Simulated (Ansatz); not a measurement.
## Equation of state of TaN

```
CELL_PARAMETERS angstrom
0.00000 2.17900 2.17900
2.17900 0.00000 2.17900
2.17900 2.17900 0.00000
ATOMIC_POSITIONS crystal
Ta 0.50000 0.50000 0.50000
N 0.00000 0.00000 0.00000
```

The geometry is COD entry 2310957, unchecked; take it as a test cell.

Spin–orbit coupling is left out, though it moves levels of the heavy atoms by tenths of an eV or more.

All numbers are computed: DFT, PBE, all-electron LAPW, scalar-relativistic (Ansatz 0.2.0); DFT, PBE, PAW with Ansatz's default frozen-core files, scalar-relativistic (Ansatz 0.2.0).

For LAPW: a Γ-centred 9×9×9 k mesh, Fermi–Dirac smearing of 0.02 eV, basis error target 0.5 meV/atom, no spin polarisation. PAW takes a cutoff of 420 eV at this cell. The Ansatz runs share mesh, smearing and spin set-up. Plane-wave (PAW) pressures include the program's estimate of the Pulay term.

The cell above is scaled evenly, with fractional coordinates and shape held.

Q: Estimate the equilibrium volume and bulk modulus that all-electron LAPW gives for this fixed shape.

A: V0 = 10.77 Å³/atom, B0 = 328 GPa, B0′ = 4.4, from a third-order Birch–Murnaghan fit to these pressures:
```tsv
V/V(cell)	V (Å³/atom)	P, LAPW (GPa)	P, PAW (GPa)	free energy over the lowest listed, PAW (meV/atom)
0.9400	9.725	41.98	42.16	125.3
0.9405	9.730	41.71	41.90	124.0
0.9600	9.932	31.85	31.95	77.6
0.9800	10.139	22.73	22.74	42.4
0.9900	10.243	18.52	18.49	29.1
1.0000	10.346	14.51	14.46	18.4
1.0100	10.449	10.72	10.64	10.3
1.0200	10.553	7.11	7.01	4.7
1.0400	10.760	0.43	0.29	0.0
1.0600	10.967	-5.59	-5.76	3.6
```

PAW's V0 lies -0.04 % from the all-electron value and its B0 0.8 %. Symmetry fixes shape and coordinates here, so this is the relaxed modulus.
